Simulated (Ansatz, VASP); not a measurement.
# Cu in VASP and in Ansatz

INCAR

```
PREC = Accurate
ENCUT = 520
EDIFF = 1E-6
ISMEAR = -1
SIGMA = 0.15
LREAL = F
LASPH = T
NELM = 60
ALGO = Normal
ISIF = 2
LWAVE = F
LCHARG = F
GGA = CA
NBANDS = 12
```

KPOINTS

```
regular mesh
0
Gamma
  20 20 20
```

Contents of POSCAR:

```
Cu
1.0
    0.0000000000      1.7710558762      1.7710558762
    1.7710558762      0.0000000000      1.7710558762
    1.7710558762      1.7710558762      0.0000000000
Cu
1
Direct
    0.0000000000      0.0000000000      0.0000000000
```

Input for Ansatz:

```yaml
crystal:
  lattice:
    - [0.0, 1.7710558762, 1.7710558762]
    - [1.7710558762, 0.0, 1.7710558762]
    - [1.7710558762, 1.7710558762, 0.0]
  atoms:
    - { symbol: Cu, position: [0.0, 0.0, 0.0] }
basis:
  ecutwfc: 420
kpoints:
  mp_grid: { grid: [20, 20, 20] }
hamiltonian:
  xc: lda
scf:
  occupations: { method: fermi_dirac, width: 0.15 }
output:
  forces: true
  stress: true
  eigenvalues: true
```

Alike in both runs: task single point; functional LDA; k mesh 20 × 20 × 20; occupations fermi-dirac, width 0.15 eV; no spin polarisation.

|  | VASP | Ansatz |
| --- | --- | --- |
| version | VASP 6.6.1 | Ansatz 0.2.0 |
| potentials or method | VASP PAW LDA potentials, release 64 (Cu) | scalar-relativistic, plane waves, PAW |
| plane-wave cutoff (eV) | 520 | 420 |
| valence electrons in the cell | 11 | 19 |

Ansatz gave:

* gap on the k mesh at the Fermi level (eV): none
* pressure (GPa): -3.6

Problem. Estimate VASP's values.

Solution. gap on the k mesh at the Fermi level (eV): none; pressure (GPa): -2.7.

A gap of «none» marks a metal or a gap that the smearing closes. The two sets of potentials don't hold the same shells in valence.
